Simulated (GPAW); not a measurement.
The system is ZrB2.

```xyz
3
Lattice="3.1700 0.0000 0.0000 -1.5850 2.7453 0.0000 0.0000 0.0000 3.5330" Properties=species:S:1:pos:R:3 pbc="T T T"
Zr    0.0000    0.0000    0.0000
B     1.5850    0.9151    1.7665
B     0.0000    1.8302    1.7665
```

* Program: GPAW 26.7.0
* Task: relaxation of cell and atoms
* Functional: LDA
* Potentials or basis: the program's PAW data sets (release 1.2.1) made for this functional
* Cutoff: 800 eV
* Basis: pw
* k mesh: 7 × 7 × 5
* Occupations: fermi-dirac, width 0.05 eV
* Spin: no spin polarisation

At the start: pressure -9.7 GPa; volume 10.25 Å³/atom.

Task: Where does the relaxation end?

Result: Over 12 steps the energy falls by 12.2 meV/atom and the volume is 9.84 Å³/atom (-4.0 %); space group P6/mmm (No. 191, to 0.05 Å).

Step by step:
```
step  energy change (eV)  largest force (eV/Å)  pressure (GPa)  volume (Å³)
   1              0.0000                0.0000           -9.70        30.75
   2             -0.0104                0.0000           -8.30        30.56
   3             -0.0252                0.0000           -5.62        30.21
   4             -0.0354                0.0000           -1.92        29.76
   5             -0.0344                0.0000            2.31        29.28
   6             -0.0346                0.0000            2.22        29.29
   7             -0.0349                0.0000            2.03        29.31
   8             -0.0353                0.0000            1.76        29.34
   9             -0.0357                0.0000            1.42        29.38
  10             -0.0361                0.0000            1.02        29.42
  11             -0.0364                0.0000            0.58        29.47
  12             -0.0366                0.0000            0.12        29.52
```

Final structure:
```xyz
3
Lattice="3.1299 0.0000 0.0000 -1.5650 2.7106 0.0000 0.0000 0.0000 3.4794" Properties=species:S:1:pos:R:3 pbc="T T T"
Zr    0.0000    0.0000    0.0000
B     1.5650    0.9035    1.7397
B     0.0000    1.8071    1.7397
```

Caveat: later steps reuse the first step's grids.
